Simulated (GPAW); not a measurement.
# SnTe (Fm-3m) in GPAW: notebook

Runs on SnTe. Level: PBE. Tasks: single point.

Program: GPAW 26.7.0. These are calculated values, not measurements. Logs are shortened: lines on timing, memory, paths and dates and some standing lists are left out, and cuts for length are marked. The log counts tension as positive stress, the text compression.

## Step 1: The structure

The structure is cubic, space group Fm-3m (No. 225). The conventional cell has a = 6.302 Å, b = 6.302 Å, c = 6.302 Å, α = 90.00°, β = 90.00°, γ = 90.00°. Around Te (site symmetry m-3m) lie 6 Sn at 3.15 Å. Sn (site symmetry m-3m) is surrounded by 6 Te at 3.15 Å.

## Step 2: Single point, PBE

run.py reads:

```python
import spglib
from ase import Atoms
from ase.dft.bandgap import bandgap
from ase.io import read, write
from ase.units import GPa
from gpaw import GPAW, PW

atoms = read('SnTe.cif')
cell, positions, numbers = spglib.find_primitive(
    (atoms.cell[:], atoms.get_scaled_positions(), atoms.numbers), symprec=1e-4)
atoms = Atoms(numbers, cell=cell, scaled_positions=positions, pbc=True)

calc = GPAW(mode=PW(700),
            xc='PBE',
            kpts={'size': (6, 6, 6), 'gamma': True},
            occupations={'name': 'fermi-dirac', 'width': 0.05},
            nbands=19,
            convergence={'density': 1e-05, 'energy': 1e-05},
            maxiter=80,
            txt='gpaw.txt')
atoms.calc = calc
energy = atoms.get_potential_energy()
forces = atoms.get_forces()
stress = atoms.get_stress()
calc.write('gs.gpw')
write('result.traj', atoms)
print(f'Energy: {energy:.6f} eV')
print('Forces (eV/A):')
print(forces.round(4))
print('Stress (GPa):', (stress / GPa).round(3))
print('Fermi level:', round(calc.get_fermi_level(), 4), 'eV')
print(f'Gap: {bandgap(calc)[0]:.4f} eV, direct: {bandgap(calc, direct=True)[0]:.4f} eV')
```

SnTe.cif reads:

```cif
data_SnTe
_cell_length_a 6.30170000
_cell_length_b 6.30170000
_cell_length_c 6.30170000
_cell_angle_alpha 90.00000000
_cell_angle_beta 90.00000000
_cell_angle_gamma 90.00000000
_space_group_name_H-M_alt 'Fm-3m'
_space_group_name_Hall '-F 4 2 3'
_space_group_IT_number 225
loop_
_space_group_symop_operation_xyz
'x,y,z'
'-x,-y,-z'
'-y,x,z'
'y,-x,-z'
'-x,-y,z'
'x,y,-z'
'y,-x,z'
'-y,x,-z'
'x,-y,-z'
'-x,y,z'
'-y,-x,-z'
'y,x,z'
'-x,y,-z'
'x,-y,z'
'y,x,-z'
'-y,-x,z'
'z,x,y'
'-z,-x,-y'
'z,-y,x'
'-z,y,-x'
'z,-x,-y'
'-z,x,y'
'z,y,-x'
'-z,-y,x'
'-z,x,-y'
'z,-x,y'
'-z,-y,-x'
'z,y,x'
'-z,-x,y'
'z,x,-y'
'-z,y,x'
'z,-y,-x'
'y,z,x'
'-y,-z,-x'
'x,z,-y'
'-x,-z,y'
'-y,z,-x'
'y,-z,x'
'-x,z,y'
'x,-z,-y'
'-y,-z,x'
'y,z,-x'
'-x,-z,-y'
'x,z,y'
'y,-z,-x'
'-y,z,x'
'x,-z,y'
'-x,z,-y'
'x,y+1/2,z+1/2'
'-x,-y+1/2,-z+1/2'
'-y,x+1/2,z+1/2'
[... 62 lines left out ...]
'-z+1/2,-x,-y+1/2'
'z+1/2,-y,x+1/2'
'-z+1/2,y,-x+1/2'
'z+1/2,-x,-y+1/2'
'-z+1/2,x,y+1/2'
'z+1/2,y,-x+1/2'
'-z+1/2,-y,x+1/2'
'-z+1/2,x,-y+1/2'
'z+1/2,-x,y+1/2'
'-z+1/2,-y,-x+1/2'
'z+1/2,y,x+1/2'
'-z+1/2,-x,y+1/2'
'z+1/2,x,-y+1/2'
'-z+1/2,y,x+1/2'
'z+1/2,-y,-x+1/2'
'y+1/2,z,x+1/2'
'-y+1/2,-z,-x+1/2'
'x+1/2,z,-y+1/2'
'-x+1/2,-z,y+1/2'
'-y+1/2,z,-x+1/2'
'y+1/2,-z,x+1/2'
'-x+1/2,z,y+1/2'
'x+1/2,-z,-y+1/2'
'-y+1/2,-z,x+1/2'
'y+1/2,z,-x+1/2'
'-x+1/2,-z,-y+1/2'
'x+1/2,z,y+1/2'
'y+1/2,-z,-x+1/2'
'-y+1/2,z,x+1/2'
'x+1/2,-z,y+1/2'
'-x+1/2,z,-y+1/2'
'x+1/2,y+1/2,z'
'-x+1/2,-y+1/2,-z'
'-y+1/2,x+1/2,z'
'y+1/2,-x+1/2,-z'
'-x+1/2,-y+1/2,z'
'x+1/2,y+1/2,-z'
'y+1/2,-x+1/2,z'
'-y+1/2,x+1/2,-z'
'x+1/2,-y+1/2,-z'
'-x+1/2,y+1/2,z'
'-y+1/2,-x+1/2,-z'
'y+1/2,x+1/2,z'
'-x+1/2,y+1/2,-z'
'x+1/2,-y+1/2,z'
'y+1/2,x+1/2,-z'
'-y+1/2,-x+1/2,z'
'z+1/2,x+1/2,y'
'-z+1/2,-x+1/2,-y'
'z+1/2,-y+1/2,x'
'-z+1/2,y+1/2,-x'
'z+1/2,-x+1/2,-y'
'-z+1/2,x+1/2,y'
'z+1/2,y+1/2,-x'
'-z+1/2,-y+1/2,x'
'-z+1/2,x+1/2,-y'
'z+1/2,-x+1/2,y'
'-z+1/2,-y+1/2,-x'
'z+1/2,y+1/2,x'
'-z+1/2,-x+1/2,y'
'z+1/2,x+1/2,-y'
'-z+1/2,y+1/2,x'
'z+1/2,-y+1/2,-x'
'y+1/2,z+1/2,x'
'-y+1/2,-z+1/2,-x'
'x+1/2,z+1/2,-y'
'-x+1/2,-z+1/2,y'
'-y+1/2,z+1/2,-x'
'y+1/2,-z+1/2,x'
'-x+1/2,z+1/2,y'
'x+1/2,-z+1/2,-y'
'-y+1/2,-z+1/2,x'
'y+1/2,z+1/2,-x'
'-x+1/2,-z+1/2,-y'
'x+1/2,z+1/2,y'
'y+1/2,-z+1/2,-x'
'-y+1/2,z+1/2,x'
'x+1/2,-z+1/2,y'
'-x+1/2,z+1/2,-y'
loop_
_atom_site_label
_atom_site_type_symbol
_atom_site_symmetry_multiplicity
_atom_site_Wyckoff_symbol
_atom_site_fract_x
_atom_site_fract_y
_atom_site_fract_z
_atom_site_occupancy
Te1 Te 4 b 0.5000000000 0.0000000000 0.0000000000 1
Sn1 Sn 4 a 0.0000000000 0.0000000000 0.0000000000 1
```

Potentials or basis: GPAW PAW data sets (gpaw-data 1.2.1), pw.

On the command line:

```console
$ OMP_NUM_THREADS=1 python run.py
```

gpaw.txt:

```text
__  _  _
 | _ |_)|_||  |
 |__||  | ||/\| - 26.7.0

Input parameters:
  mode=PW(ecut=700.0),
  convergence={'density': 1e-05, 'energy': 1e-05},
  kpts=MonkhorstPack(size=(6, 6, 6), gamma=True),
  maxiter=80,
  nbands=19,
  occupations=Occupations(name='fermi-dirac', width=0.05),
  xc=XC(name='PBE')

Diagonalizing LCAO Hamiltonian
Converting LCAO to pw mode

                 Te

       Sn

Atoms  # Å, Bohr magnetons
|   | symbol |        x |        y |        z |    initial magnetic moments |
|---|--------|----------|----------|----------|-----------------------------|
| 0 |     Te | 3.150850 | 3.150850 | 3.150850 | ( 0.0000,  0.0000,  0.0000) |
| 1 |     Sn | 0.000000 | 0.000000 | 0.000000 | ( 0.0000,  0.0000,  0.0000) |

Unit cell  # Å
| periodic |        x |        y |        z |  lengths |    angles |
|----------|----------|----------|----------|----------|-----------|
|      yes | 0.000000 | 3.150850 | 3.150850 | 4.455975 | 60.000000 |
|      yes | 3.150850 | 0.000000 | 3.150850 | 4.455975 | 60.000000 |
|      yes | 3.150850 | 3.150850 | 0.000000 | 4.455975 | 60.000000 |

Number of symmetries: 48
[... 51 lines left out ...]

BZ-sampling:
  Number of BZ points: 216
  Number of IBZ points: 16

  Monkhorst-Pack size: [6, 6, 6]
  Monkhorst-Pack shift: [0.08333333333333333, 0.08333333333333333, 0.08333333333333333]

K-points  # in reciprocal-cell coordinates
|     |                                coordinates |     weight |
|-----|--------------------------------------------|------------|
|   0 | (  0.00000000,   0.00000000,   0.00000000) | 0.00462963 |
|   1 | (  0.16666667,   0.16666667,   0.00000000) | 0.02777778 |
|   2 | (  0.16666667,   0.16666667,   0.16666667) | 0.03703704 |
|   3 | (  0.33333333,   0.16666667,   0.16666667) | 0.05555556 |
|   4 | (  0.33333333,   0.33333333,  -0.33333333) | 0.05555556 |
|   5 | (  0.33333333,   0.33333333,   0.00000000) | 0.02777778 |
|   6 | (  0.33333333,   0.33333333,   0.16666667) | 0.11111111 |
|   7 | (  0.33333333,   0.33333333,   0.33333333) | 0.03703704 |
|   8 | (  0.50000000,   0.33333333,  -0.33333333) | 0.11111111 |
|   9 | (  0.50000000,   0.33333333,  -0.16666667) | 0.05555556 |
| ... |                                            |            |
|  15 | (  0.50000000,   0.50000000,   0.50000000) | 0.01851852 |

Plane wave coefficients: 2685
Cutoff: 700.0 eV

Spin-components: 1 (collinear spins)
Bands:           19
Projectors:      11
Spin-degeneracy: 2
Datatype:        complex128

Parallelization:
  kpt:    1
  domain: 1
  band:   1

Density:
  Valence electrons: 20.0
  Components: 1
  Grid points: [28 28 28]
  Charge: 0.0  # |e|

Potential:
  Grid points: [28 28 28]

species:
  Te:
    name:    Tellurium
    Z:       52.0
    valence: 6
    core:    46
    charge:  0.0  # [|e|]
    compensation charges:
      type: gauss
      rc: 0.36  # [Å]
      lmax: 2
    cutoffs:
      filter: 2.09  # [Å]
      core: 3.17  # [Å]
    projectors
    | kind |    occ | energy [eV] | rcut [Å] |
    |------|--------|-------------|----------|
    |   5s |  2.000 |     -15.089 |    1.180 |
    |   5p |  4.000 |      -5.955 |    1.196 |
    |    s |        |      12.123 |    1.180 |
    |    p |        |      21.256 |    1.196 |
    |    d |        |       0.000 |    1.238 |

    Using partial waves for Te as LCAO basis

  Sn:
    name:    Tin
    Z:       50.0
    valence: 14
    core:    36
    charge:  0.0  # [|e|]
    compensation charges:
      type: gauss
      rc: 0.38  # [Å]
      lmax: 2
    cutoffs:
      filter: 2.23  # [Å]
      core: 2.35  # [Å]
    projectors
    | kind |    occ | energy [eV] | rcut [Å] |
    |------|--------|-------------|----------|
    |   5s |  2.000 |     -10.538 |    1.201 |
    |   5p |  2.000 |      -3.696 |    1.270 |
    |   4d | 10.000 |     -25.845 |    1.185 |
    |    s |        |      16.674 |    1.201 |
    |    p |        |      23.515 |    1.270 |
    |    d |        |       1.367 |    1.185 |

    Using partial waves for Sn as LCAO basis

Reference energy: -352801.376741  # eV

eigensolver:
  PPCG
  Converge bands: occupied
  niter=2

density mixing:
  MSR1-Mixer
  Pratt-step length: 0.05
  Maximum mixing coefficient: 0.75
  Old densities: 10
  SVD Regularization: 0.005
  Good broyden scale: 1.0
  Trust region scale: 1.0
  Backstep threshold: 4.0
  History deletion threshold: 6.0
  Fourier metric: weight=20.0, sigma=0.015

occupation numbers:
  Fermi-Dirac:
    width: 0.0500  # eV

poisson solver:
  ecut: 5600.0  # eV

xc functional:
  name: PBE with 2 nearest neighbor stencil

convergence criteria:
- Maximum integral of absolute [dens]ity change: 1e-05 electrons / valence electron
- Maximum [total energy] change in last 3 cyles: 1e-05 eV / valence electron
- Maximum integral of absolute [eigenst]ate change: 4e-08 eV^2 / valence electron
maximum number of iterations: 80

SCF iterations
|iter     | |      energy | eigst |  dens |
|---------|-|-------------|-------|-------|
|iter:   1| |   -7.847167 | -0.13 |       |
|iter:   2| |   -7.841152 | -2.29 | -1.48 |
|iter:   3| |   -7.811152 | -2.69 | -1.52 |
|iter:   4| |   -7.812560 | -3.94 | -2.10 |
|iter:   5| |   -7.812805 | -4.66 | -2.60 |
|iter:   6| |   -7.812815 | -6.12 | -3.31 |
|iter:   7| |   -7.812816c| -7.39 | -4.15 |
|iter:   8| |   -7.812816c| -7.58c| -4.74 |
|iter:   9| |   -7.812816c| -8.15c| -5.87c|

Converged in 9 steps
Energy contributions relative to reference atoms: (reference = -352801.376741)

Energy contributions:
  Kinetic:          14.759956
  Coulomb:         -14.834127
  Zero:              0.152278
  External:          0.000000
  Xc:               -7.889832
  Entropy:          -0.002181
  Spinorbit:         0.000000
  ----------------------------
  Free energy:      -7.813907
  Extrapolated:     -7.812816

dipole moment: (-21.372339, -21.372339, -21.372339)  # |e|*Ang

Fermi level: 6.520
Eigenvalues  # (at kpt = [0.000, 0.000, 0.000])
| band index |      eig [eV] | occ [0-2] |
|------------|---------------|-----------|
|          0 |       -15.440 |     2.000 |
|        ... |               |           |
|          2 |       -15.432 |     2.000 |
|          3 |       -15.432 |     2.000 |
|          4 |       -15.432 |     2.000 |
|          5 |        -6.329 |     2.000 |
|          6 |         1.800 |     2.000 |
|          7 |         4.306 |     2.000 |
[... 9 lines left out ...]
|         17 |        13.375 |     0.000 |
|         18 |        13.375 |     0.000 |

Gap: 0.107 eV
Transition (v -> c):
  (s=0, k=15, n=9, [0.50, 0.50, 0.50]) -> (s=0, k=15, n=10, [0.50, 0.50, 0.50])
No difference between direct/indirect transitions

Forces  # eV/Ang
|        x |        y |       z |
|----------|----------|---------|
| -0.00000 | -0.00000 | 0.00000 |  # Te   0
|  0.00000 |  0.00000 | 0.00000 |  # Sn   1

Stress tensor  # eV/Ang^3
|         x |         y |         z |
|-----------|-----------|-----------|
| -0.012634 |  0.000000 |  0.000000 |
|  0.000000 | -0.012634 | -0.000000 |
|  0.000000 | -0.000000 | -0.012634 |

# Writing to gs.gpw (mode='')
```

Wall time 17 s (1 thread of Arm Neoverse V1, shared host); peak memory 0.17 GiB.

Results:

| Item | Value |
| --- | --- |
| Free energy | -7.8139 eV |
| Pressure | 2.0 GPa |
| Band gap on the k mesh | 0.11 eV, direct |

Caveat: spin-orbit coupling is left out, which moves the levels of the heavy elements. A k mesh can miss the band edges.

## Step 3: Single point, PBE

run.py reads:

```python
from ase import Atoms
from ase.dft.bandgap import bandgap
from ase.io import write
from ase.units import GPa
from gpaw import GPAW, PW

atoms = Atoms(['Te', 'Sn'],
              cell=[[0.0, 3.15085, 3.15085],
                    [3.15085, 0.0, 3.15085],
                    [3.15085, 3.15085, 0.0]],
              scaled_positions=[[0.5, 0.5, 0.5],
                                [0.0, 0.0, 0.0]],
              pbc=True)

calc = GPAW(mode=PW(400),
            xc='PBE',
            kpts={'size': (6, 6, 6), 'gamma': True},
            occupations={'name': 'fermi-dirac', 'width': 0.05},
            nbands=19,
            convergence={'density': 1e-05, 'energy': 1e-05},
            maxiter=50,
            txt='gpaw.txt')
atoms.calc = calc
energy = atoms.get_potential_energy()
forces = atoms.get_forces()
stress = atoms.get_stress()
calc.write('gs.gpw')
write('result.traj', atoms)
print(f'Energy: {energy:.6f} eV')
print('Forces (eV/A):')
print(forces.round(4))
print('Stress (GPa):', (stress / GPa).round(3))
print('Fermi level:', round(calc.get_fermi_level(), 4), 'eV')
print(f'Gap: {bandgap(calc)[0]:.4f} eV, direct: {bandgap(calc, direct=True)[0]:.4f} eV')
```

Potentials or basis: GPAW PAW data sets (gpaw-data 1.2.1), pw.

On the command line:

```console
$ OMP_NUM_THREADS=1 python run.py
```

Wall time 8.6 s (1 thread of Arm Neoverse V1, shared host); peak memory 0.13 GiB.

The run converged, but some of its settings lie outside the range that counts as converged, so its numbers aren't taken as properties of the crystal.

What came out:

| Property | Result |
| --- | --- |
| Free energy | -7.6834 eV |
| Pressure | 0.2 GPa |
| Band gap on the k mesh | 0.10 eV, direct |

Caveat: the cutoff is short for stress and forces, so pressures can be off by a GPa or more; spin-orbit coupling is left out, which moves the levels of the heavy elements.
